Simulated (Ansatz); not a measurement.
Relaxed bulk NbN:

```
Nb N
1.0
     0.00000    2.19025    2.19025
     2.19025    0.00000    2.19025
     2.19025    2.19025    0.00000
Nb N
1 1
Direct
  0.50000 0.50000 0.50000
  0.00000 0.00000 0.00000
```

Miller indices refer to the conventional cell of Fm-3m (No. 225), a = 4.380 Å, b = 4.380 Å, c = 4.380 Å, α = 90.00°, β = 90.00°, γ = 90.00°.

Computed with Ansatz 0.2.0, DFT PBEsol, scalar-relativistic, plane waves, PAW. Cutoff 420 eV, Gaussian smearing of 0.10 eV, no spin polarisation. A dipole correction acts along the normal.

The slab isn't stoichiometric, so its surface energy depends on the chemical potentials; it is given with the excess atoms taken from the element's standard state, a limit at which the compound may itself be unstable, so the figure can be too low. The work function read from the bulk's Fermi level differs by 0.45 eV, so the slab's middle doesn't match the bulk reference (too thin, or relaxed to another structure or magnetic state).

A relaxed slab with low-index faces, about a nanometre thick, has these properties:

For this slab, the surface energy with the excess atoms taken from the elements is 0.52 J/m² and the work function is 5.78 eV.

Question: Which low-index plane was cut, and which atoms end it?

Answer: The (111) plane, with N in the top plane and N in the bottom one as cut, before relaxation. The planes from bottom to top: N, Nb, N, Nb, N, Nb, N, Nb, N.

Spin polarisation was left out, and a magnetic state may lie lower.